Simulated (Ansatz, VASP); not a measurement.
# Cross-check of SnSe (puckered SnSe 3 layers, AA) between VASP and Ansatz, part 2 of 2

One calculation is typed for both programs; each brings its own data sets. How far apart do they land? Of the first pair: The structure shown is the start of the Ansatz relaxation below; VASP solves that cell, so the two are compared at the walk's first step.

VASP 6.6.1 and Ansatz 0.2.0.

So far: The structure; Ansatz: relaxation, PBE with D3(BJ).

## (3) VASP: single point, PBE with D3(BJ), start cell, pair 1

Level of this step: PBE with D3(BJ); plane waves and PAW (Sn_d, Se) (VASP).

The same cell, functional, mesh and smearing now go to VASP, with its own data sets.

Lines of VASP's logs that name or quote its potential files are left out, and so is its time.

The input, INCAR:

```
SYSTEM = SnSe
PREC = Accurate
ENCUT = 400
EDIFF = 1E-06
NELM = 120
ISMEAR = -1
SIGMA = 0.05
LREAL = .FALSE.
ALGO = Normal
GGA = PE
IVDW = 12
NBANDS = 74
LORBIT = 11
LWAVE = .FALSE.
LCHARG = .FALSE.
ISIF = 2
LDIPOL = .TRUE.
IDIPOL = 3
DIPOL = 0.5 0.5 0.5
LVHAR = .TRUE.
LASPH = .TRUE.
GGA_COMPAT = .FALSE.
EFERMI = MIDGAP
NELMDL = -8
KPAR = 2
```

The input, POSCAR:

```
SnSe
1.0
    4.4000000000      0.0000000000      0.0000000000
    0.0000000000      4.2900000000      0.0000000000
    0.0000000000      0.0000000000     59.7808000000
Sn Se
6 6
Direct
    0.0600000000      0.0000000000      0.3797205792
    0.5600000000      0.5000000000      0.4264513021
    0.0600000000      0.0000000000      0.4766346385
    0.5600000000      0.5000000000      0.5233653615
    0.0600000000      0.0000000000      0.5735486979
    0.5600000000      0.5000000000      0.6202794208
    0.4400000000      0.5000000000      0.3813933571
    0.9400000000      0.0000000000      0.4247785242
    0.4400000000      0.5000000000      0.4783074164
    0.9400000000      0.0000000000      0.5216925836
    0.4400000000      0.5000000000      0.5752214758
    0.9400000000      0.0000000000      0.6186066429
```

The input, KPOINTS:

```
Automatic mesh
0
Gamma
8 8 1
0 0 0
```

Potentials, in the order of the species: Sn_d and Se (PBE family, release 64).

Run with:

```console
mpirun -np 2 vasp_std
```

Numbers of over 12 decimals in the logs are rounded to 6 here.

The program printed:

```text
[banner, memory and clock lines left out]
running    2 mpi-ranks, on    1 nodes
 distrk:  each k-point on    1 cores,    2 groups
 distr:  one band on    1 cores,    1 groups

 POSCAR found type information on POSCAR SnSe
 POSCAR found :  2 types and      12 ions
 LDA part: xc-table for (Slater+PW92), standard interpolation
|                                                                             |
|           W    W    AA    RRRRR   N    N  II  N    N   GGGG   !!!           |
|           W    W   A  A   R    R  NN   N  II  NN   N  G    G  !!!           |
|           W    W  A    A  R    R  N N  N  II  N N  N  G       !!!           |
|           W WW W  AAAAAA  RRRRR   N  N N  II  N  N N  G  GGG   !            |
|           WW  WW  A    A  R   R   N   NN  II  N   NN  G    G                |
|           W    W  A    A  R    R  N    N  II  N    N   GGGG   !!!           |
|                                                                             |
|     One of the lattice vectors is very long (>50 A), but AMIN is rather     |
|     large. This can spoil convergence since charge sloshing might occur     |
|     along the long lattice vector. If problems with convergence are         |
|     observed, try to decrease AMIN to a smaller value (e.g. 0.01).          |
|     Note: This warning only applies if the self-consistency cycle is        |
|     used.                                                                   |
|                                                                             |

 POSCAR, INCAR and KPOINTS ok, starting setup
 FFT: planning ... GRIDC
 FFT: planning ... GRID_SOFT
 FFT: planning ... GRID
 WAVECAR not read
 entering main loop
       N       E                     dE             d eps       ncg     rms          rms(c)
DAV:   1     0.948519325533E+03    0.94852E+03   -0.46807E+04  4556   0.115E+03
DAV:   2     0.751839741041E+02   -0.87334E+03   -0.85420E+03  4434   0.296E+02
DAV:   3    -0.426319200725E+02   -0.11782E+03   -0.11598E+03  4480   0.131E+02
DAV:   4    -0.490676818702E+02   -0.64358E+01   -0.63789E+01  4222   0.336E+01
DAV:   5    -0.493097415081E+02   -0.24206E+00   -0.24159E+00  4920   0.598E+00
DAV:   6    -0.493169372992E+02   -0.71958E-02   -0.71947E-02  5342   0.108E+00
DAV:   7    -0.493171467874E+02   -0.20949E-03   -0.20947E-03  5704   0.168E-01
DAV:   8    -0.493171511156E+02   -0.43282E-05   -0.43274E-05  5454   0.277E-02    0.883E+00
DAV:   9    -0.482017999251E+02    0.11154E+01   -0.22193E+00  4820   0.537E+00    0.558E+00
DAV:  10    -0.481910211156E+02    0.10779E-01   -0.10917E+00  4852   0.284E+00    0.150E+00
DAV:  11    -0.481670583256E+02    0.23963E-01   -0.16227E-01  4426   0.172E+00    0.475E-01
DAV:  12    -0.481671751918E+02   -0.11687E-03   -0.17613E-02  4296   0.549E-01    0.123E-01
DAV:  13    -0.481670326160E+02    0.14258E-03   -0.12822E-03  4788   0.133E-01    0.817E-02
DAV:  14    -0.481667982719E+02    0.23434E-03   -0.44154E-04  4816   0.837E-02    0.317E-02
[...]
DAV:  21    -0.481673735385E+02   -0.45142E-04   -0.11386E-06  2976   0.279E-03    0.103E-03
DAV:  22    -0.481674082426E+02   -0.34704E-04   -0.44831E-07  2640   0.175E-03    0.546E-04
DAV:  23    -0.481674281996E+02   -0.19957E-04   -0.56164E-07  2724   0.203E-03    0.399E-04
DAV:  24    -0.481674355524E+02   -0.73528E-05   -0.13207E-07  2656   0.888E-04    0.276E-04
DAV:  25    -0.481674405797E+02   -0.50273E-05   -0.90022E-08  2596   0.620E-04    0.123E-04
DAV:  26    -0.481674430576E+02   -0.24779E-05   -0.40029E-08  2596   0.415E-04    0.115E-04
DAV:  27    -0.481674443721E+02   -0.13145E-05   -0.18340E-08  2532   0.299E-04    0.366E-05
DAV:  28    -0.481674450265E+02   -0.65445E-06   -0.75663E-09  2474   0.227E-04
   1 F= -.51918624E+02 E0= -.51918581E+02  d E =-.854818E-04
```

Parts of OUTCAR (step 3):

```text
ion  position               nearest neighbor table
   1  0.060  0.000  0.380-   7 2.72   7 2.72   8 2.74
   2  0.560  0.500  0.426-   8 2.72   8 2.72   7 2.74   9 3.14
   3  0.060  0.000  0.477-   9 2.72   9 2.72  10 2.74   8 3.14
   4  0.560  0.500  0.523-  10 2.72  10 2.72   9 2.74  11 3.14
   5  0.060  0.000  0.574-  11 2.72  11 2.72  12 2.74  10 3.14
   6  0.560  0.500  0.620-  12 2.72  12 2.72  11 2.74
   7  0.440  0.500  0.381-   1 2.72   1 2.72   2 2.74
   8  0.940  0.000  0.425-   2 2.72   2 2.72   1 2.74   3 3.14
   9  0.440  0.500  0.478-   3 2.72   3 2.72   4 2.74   2 3.14
  10  0.940  0.000  0.522-   4 2.72   4 2.72   3 2.74   5 3.14
  11  0.440  0.500  0.575-   5 2.72   5 2.72   6 2.74   4 3.14
  12  0.940  0.000  0.619-   6 2.72   6 2.72   5 2.74

  LATTYP: Found a simple orthorhombic cell.
 ALAT       =     4.2900000000
 B/A-ratio  =     1.0256410256
 C/A-ratio  =    13.9349184149

 Subroutine GETGRP returns: Found  4 space group operations
 (whereof  2 operations were pure point group operations)

The static configuration has the point symmetry C_1h.
 The point group associated with its full space group is C_2v.

 Found     25 irreducible k-points:

   k-points           NKPTS =     25   k-points in BZ     NKDIM =     25   number of bands    NBANDS=     74

   dimension x,y,z NGX =    30 NGY =   28 NGZ =  392
   dimension x,y,z NGXF=    60 NGYF=   56 NGZF=  784

   ENCUT  =  400.0 eV  29.40 Ry    5.42 a.u.   7.18  7.00 97.49*2*pi/ulx,y,z

   NELECT =     120.0000    total number of electrons

 k-points in reciprocal lattice and weights: Automatic mesh
   0.00000000  0.00000000  0.00000000       0.016
   0.12500000  0.00000000  0.00000000       0.031
   0.25000000  0.00000000  0.00000000       0.031
   0.37500000  0.00000000  0.00000000       0.031
   0.50000000  0.00000000  0.00000000       0.016
   0.00000000  0.12500000  0.00000000       0.031
   0.12500000  0.12500000  0.00000000       0.062
   0.25000000  0.12500000  0.00000000       0.062
   0.37500000  0.12500000  0.00000000       0.062
[...]
0.37500000  0.50000000  0.00000000       0.031
   0.50000000  0.50000000  0.00000000       0.016

 dipolmoment           0.000000      0.000000     -0.000000 electrons x Angstroem

 average (electrostatic) potential at core
       1-108.5079       2-108.5537       3-108.6532       4-108.6532       5-108.5537
       6-108.5079       7 -59.6966       8 -60.0191       9 -60.0582      10 -60.0582
      11 -60.0191      12 -59.6966

 E-fermi :  -1.1711

 k-point     1 :       0.0000    0.0000    0.0000
  band No.  band energies     occupation
    ...
     56      -3.4433      2.00000
     57      -3.1890      2.00000
     58      -3.1024      2.00000
     59      -2.2788      2.00000
     60      -1.7519      1.99998
     61      -0.1364      0.00000
     62       0.1884      0.00000
     63       0.3427      0.00000
     64       0.4948      0.00000
     65       0.6723      0.00000
    ...

 k-point     2 :       0.1250    0.0000    0.0000
  band No.  band energies     occupation
    ...
     56      -3.2189      2.00000
     57      -3.0662      2.00000
     58      -2.9097      2.00000
     59      -2.3867      2.00000
     60      -1.7874      1.99999
     61      -0.1486      0.00000
     62       0.3299      0.00000
     63       0.3533      0.00000
     64       0.6240      0.00000
     65       0.7839      0.00000
    ...

 k-point     3 :       0.2500    0.0000    0.0000
  band No.  band energies     occupation
    ...
     56      -2.7959      2.00000
     57      -2.5356      2.00000
     58      -2.5197      2.00000
     59      -2.3833      2.00000
     60      -1.9616      2.00000
     61      -0.1810      0.00000
     62      -0.0781      0.00000
     63       0.1113      0.00000
     64       0.1317      0.00000
     65       0.5770      0.00000
    ...

 Edisp (eV)   -3.75118

  Total       5.82578     5.40249    10.14591     0.00000     0.00000     0.00000
  in kB       8.27167     7.67066    14.40555     0.00000     0.00000     0.00000
  external pressure =       10.12 kB  Pullay stress =        0.00 kB

  energy-cutoff  :      400.00
  volume of cell :     1128.42
      direct lattice vectors                 reciprocal lattice vectors
     4.400000000  0.000000000  0.000000000     0.227272727  0.000000000  0.000000000
     0.000000000  4.290000000  0.000000000     0.000000000  0.233100233  0.000000000
     0.000000000  0.000000000 59.780800000     0.000000000  0.000000000  0.016727779

 POSITION                                       TOTAL-FORCE (eV/Angst)
 -----------------------------------------------------------------------------------
      0.26400      0.00000     22.70000        -0.586336      0.000000     -0.460935
      2.46400      2.14500     25.49360        -0.874606      0.000000      0.141609
      0.26400      0.00000     28.49360        -0.747327      0.000000     -0.329311
      2.46400      2.14500     31.28720        -0.747327      0.000000      0.329311
      0.26400      0.00000     34.28720        -0.874606      0.000000     -0.141609
      2.46400      2.14500     37.08080        -0.586336      0.000000      0.460935
      1.93600      2.14500     22.80000         0.578710      0.000000     -0.297156
      4.13600      0.00000     25.39360         0.883976      0.000000      0.119237
      1.93600      2.14500     28.59360         0.745582      0.000000     -0.310815
      4.13600      0.00000     31.18720         0.745582      0.000000      0.310815
      1.93600      2.14500     34.38720         0.883976      0.000000     -0.119237
      4.13600      0.00000     36.98080         0.578710      0.000000      0.297156
 -----------------------------------------------------------------------------------
    total drift:                               -0.005662      0.000000     -0.000015

  FREE ENERGIE OF THE ION-ELECTRON SYSTEM (eV)
  ---------------------------------------------------
  free  energy   TOTEN  =       -51.9186235024 eV

  energy  without entropy=      -51.9185380206  energy(sigma->0) =      -51.91858076

 vacuum level on the upper side and lower side of the slab         2.869         2.869

 total charge
# of ion       s       p       d       tot
------------------------------------------
    1        1.355   0.782   9.990  12.128
    2        1.371   0.778   9.999  12.148
    3        1.368   0.783   9.998  12.149
    4        1.368   0.783   9.998  12.149
    5        1.371   0.778   9.999  12.148
    6        1.355   0.782   9.990  12.128
    7        1.473   2.340   0.025   3.838
    8        1.479   2.334   0.031   3.844
    9        1.481   2.333   0.031   3.845
   10        1.481   2.333   0.031   3.845
   11        1.479   2.334   0.031   3.844
   12        1.473   2.340   0.025   3.838
--------------------------------------------------
tot         17.054  18.701  60.151  95.906

[... 3 further parts left out ...]
```

## (4) Side by side

Known differences besides the potentials themselves: Ansatz cuts the interaction across the vacuum, VASP repeats the sheet with a dipole correction; the data sets hold 180 valence electrons in Ansatz (on its default PAW (the set named soft_2) files) and 120 in VASP; the cutoff is 420 eV in Ansatz and 400 eV in VASP. Total energies have different zeros and are not compared.

Forces on 7 of the 12 atoms, those with the largest forces and the largest differences (eV/Å; atoms numbered as in POSCAR):

| atom | Ansatz x, y, z | VASP x, y, z |
| --- | --- | --- |
| Sn2 | -0.861, 0.000, 0.129 | -0.875, 0.000, 0.142 |
| Sn3 | -0.734, 0.000, -0.317 | -0.747, 0.000, -0.329 |
| Sn4 | -0.734, 0.000, 0.317 | -0.747, 0.000, 0.329 |
| Sn5 | -0.861, 0.000, -0.129 | -0.875, 0.000, -0.142 |
| Se8 | 0.869, 0.000, 0.106 | 0.884, 0.000, 0.119 |
| Se9 | 0.732, 0.000, -0.299 | 0.746, 0.000, -0.311 |
| Se11 | 0.869, 0.000, -0.106 | 0.884, 0.000, -0.119 |

The forces differ by 10 meV/Å r.m.s., which is 2.2 % of the r.m.s. force of 0.464 eV/Å (both taken over all components). With vacuum in the cell, a pressure given here is an average over mostly empty space and none of the material.

## (5) Ansatz: relaxation, PBE with D3(BJ)

This run makes the geometry at which the two programs are then compared.

The structure compared here is the end of the Ansatz relaxation.

The input, input.yaml:

```yaml
crystal:
  lattice:
    - [4.4, 0.0, 0.0]
    - [0.0, 4.29, 0.0]
    - [0.0, 0.0, 59.7808000023]
  atoms:
    - { symbol: Sn, position: [0.06, 0.0, 0.3797205792] }
    - { symbol: Se, position: [0.44, 0.5, 0.3813933571] }
    - { symbol: Se, position: [0.94, 0.0, 0.4247785242] }
    - { symbol: Sn, position: [0.56, 0.5, 0.4264513021] }
    - { symbol: Sn, position: [0.06, 0.0, 0.4766346385] }
    - { symbol: Se, position: [0.44, 0.5, 0.4783074164] }
    - { symbol: Se, position: [0.94, 0.0, 0.5216925836] }
    - { symbol: Sn, position: [0.56, 0.5, 0.5233653615] }
    - { symbol: Sn, position: [0.06, 0.0, 0.5735486979] }
    - { symbol: Se, position: [0.44, 0.5, 0.5752214758] }
    - { symbol: Se, position: [0.94, 0.0, 0.6186066429] }
    - { symbol: Sn, position: [0.56, 0.5, 0.6202794208] }
  periodic: [true, true, false]
kpoints:
  mp_grid: { grid: [8, 8, 1] }
hamiltonian:
  xc: pbe
  dispersion: d3bj
scf:
  occupations: { method: fermi_dirac, width: 0.05 }
  convergence: { dr2_threshold: 1.0e-09 }
relax:
  f_tol: 0.004
  max_steps: 90
  cell: {}
output:
  write_potential: true
  write_density: true
  volumetric_format: npy
```

Run with:

```console
ansatz run input.yaml --threads 4 --pin off --max-ram 16384MiB --backend cpu --events-out ev --progress --plain --runs-dir out
```

The program printed:

```text
[...]
Crystal: 12 atoms, lattice volume = 1128.422 Å³
Basis set: ecut = 420 eV, 22103 PW (Γ), exchange–correlation on 60×60×800 points (8 copies of the dense FFT grid, shifted against one another)
Bands: 108, of which v1, the nominal top of the filled ones, is band 90 counted from 1 (89 counted from 0)
Symmetry: 4 space group operations
[...]
- { symbol: Sn, position: [0.00346744, 0, 0.476237] }
    - { symbol: Se, position: [0.488942, 0.500000, 0.475927] }
    - { symbol: Se, position: [0.988942, 0, 0.524073] }
    - { symbol: Sn, position: [0.503467, 0.500000, 0.523763] }
    - { symbol: Sn, position: [0.00387679, 0, 0.577240] }
    - { symbol: Se, position: [0.494289, 0.500000, 0.576970] }
    - { symbol: Se, position: [0.991708, 0, 0.624097] }
    - { symbol: Sn, position: [0.517717, 0.500000, 0.623606] }
[key lines of the parts left out:]
SCF converged after 7 iterations
Free energy (F): -68968.389790 eV
Fermi energy:    -3.919356 eV
P = ½ c Tr σ = -0.0117 N/m
```

## (6) VASP: single point, PBE with D3(BJ), relaxed cell, pair 2

The same cell, functional, mesh and smearing now go to VASP, with its own data sets.

INCAR is that of step 3.

The input, POSCAR:

```
SnSe
1.0
    4.2489701405      0.0000000000      0.0000000000
    0.0000000000      4.2368502718      0.0000000000
    0.0000000000      0.0000000000     59.7808000023
Sn Se
6 6
Direct
    0.0177174062      0.0000000000      0.3763944118
    0.5038767850      0.5000000000      0.4227600899
    0.0034674422      0.0000000000      0.4762374363
    0.5034674422      0.5000000000      0.5237625637
    0.0038767850      0.0000000000      0.5772399101
    0.5177174062      0.5000000000      0.6236055882
    0.4917082801      0.5000000000      0.3759028017
    0.9942885184      0.0000000000      0.4230303856
    0.4889415680      0.5000000000      0.4759268792
    0.9889415680      0.0000000000      0.5240731208
    0.4942885184      0.5000000000      0.5769696144
    0.9917082801      0.0000000000      0.6240971983
```

KPOINTS is that of step 3.

Run with:

```console
mpirun -np 2 vasp_std
```

The program printed:

```text
[banner, memory and clock lines left out]
running    2 mpi-ranks, on    1 nodes
[...]
LDA part: xc-table for (Slater+PW92), standard interpolation
 [... a notice as in an earlier step ...]

 POSCAR, INCAR and KPOINTS ok, starting setup
[...]
entering main loop
       N       E                     dE             d eps       ncg     rms          rms(c)
DAV:   1     0.955650318739E+03    0.95565E+03   -0.47019E+04  4556   0.117E+03
DAV:   2     0.760962200126E+02   -0.87955E+03   -0.86163E+03  4398   0.301E+02
DAV:   3    -0.433987984222E+02   -0.11950E+03   -0.11747E+03  4472   0.134E+02
DAV:   4    -0.499010731892E+02   -0.65023E+01   -0.64379E+01  4238   0.342E+01
[...]
DAV:  27    -0.489582052595E+02   -0.20186E-05   -0.31682E-08  2556   0.353E-04    0.111E-04
DAV:  28    -0.489582063383E+02   -0.10788E-05   -0.22331E-08  2632   0.260E-04    0.772E-05
DAV:  29    -0.489582065858E+02   -0.24754E-06   -0.93888E-10  2412   0.176E-04
   1 F= -.52723957E+02 E0= -.52723893E+02  d E =-.128806E-03
```

From OUTCAR (step 6):

```text
 Edisp (eV)   -3.76575

  Total      -0.06061    -0.04828     0.00262     0.00000     0.00000     0.00000
  in kB      -0.09024    -0.07188     0.00390     0.00000     0.00000     0.00000
  external pressure =       -0.05 kB  Pullay stress =        0.00 kB

 POSITION                                       TOTAL-FORCE (eV/Angst)
 -----------------------------------------------------------------------------------
      0.07528      0.00000     22.50116        -0.003581      0.000000     -0.011073
      2.14096      2.11843     25.27294        -0.002595      0.000000      0.009659
      0.01473      0.00000     28.46985        -0.002844      0.000000     -0.009971
      2.13922      2.11843     31.31095        -0.002844      0.000000      0.009971
      0.01647      0.00000     34.50786        -0.002595      0.000000     -0.009659
      2.19977      2.11843     37.27964        -0.003581      0.000000      0.011073
      2.08925      2.11843     22.47177         0.004237      0.000000     -0.009929
      4.22470      0.00000     25.28909         0.001893      0.000000      0.011514
      2.07750      2.11843     28.45129         0.002890      0.000000     -0.008174
      4.20198      0.00000     31.32951         0.002890      0.000000      0.008174
      2.10022      2.11843     34.49171         0.001893      0.000000     -0.011514
      4.21374      0.00000     37.30903         0.004237      0.000000      0.009929
 -----------------------------------------------------------------------------------
    total drift:                               -0.006392      0.000000      0.000022

  FREE ENERGIE OF THE ION-ELECTRON SYSTEM (eV)
  ---------------------------------------------------
  free  energy   TOTEN  =       -52.7239569664 eV

  energy  without entropy=      -52.7238281601  energy(sigma->0) =      -52.72389256

[... 1 part as in an earlier step ...]

[... 2 further parts left out ...]
[key lines of the parts left out:]
E-fermi :  -0.9577
```

## (7) Differences

What differs besides the data sets and the points named for the pairs above, as far as they apply: the data sets hold 180 valence electrons in Ansatz (on its default PAW (the set named soft_2) files) and 120 in VASP. Total energies have different zeros and are not compared.

Compared:

| quantity | Ansatz | VASP | difference |
| --- | --- | --- | --- |
| gap on the k mesh (eV) | 0.744 | 0.742 | +0.002 |

At this near-relaxed geometry the largest component of a force difference is 11 meV/Å. A gap on the mesh is an upper bound, since the band edges may lie between its points. With vacuum in the cell, a pressure given here is an average over mostly empty space and none of the material.

## (8) Outcome

```yaml
r_m_s_force_difference_single_point_pbe_with_d3_bj_start_cell_pair_1: 2.2 % of the r.m.s. force
difference_in_gap_on_the_k_mesh_single_point_pbe_with_d3_bj_relaxed_cell_pair_2: 0.0017 eV
r_m_s_force_difference_single_point_pbe_with_d3_bj_relaxed_cell_pair_2: 6.0 meV/Å
```

What this shows: The r.m.s. force difference is 2.2 % of the r.m.s. force (single point, PBE with D3(BJ), start cell, pair 1), within the 3 % picked in this series as the mark of a large difference. The data sets hold unlike numbers of valence electrons (180 in Ansatz and 120 in VASP), so part of the differences comes from the potentials. Such differences can come from data sets, numerical settings and the points named under the comparisons, not from the functional's error against experiment.

[Lines on the potential files, build, host, timing and source positions are cut from VASP's logs without a mark.]

[Logs are printed without paths, hosts, clocks, repeated set-up lines and the standing remarks that a program may print on its own settings, such as how far it seeks lower states.]

[Hosts, paths, dates, database ids (printed as entryN), source tags and the programs' standing remarks are cut or masked in the printed files.]
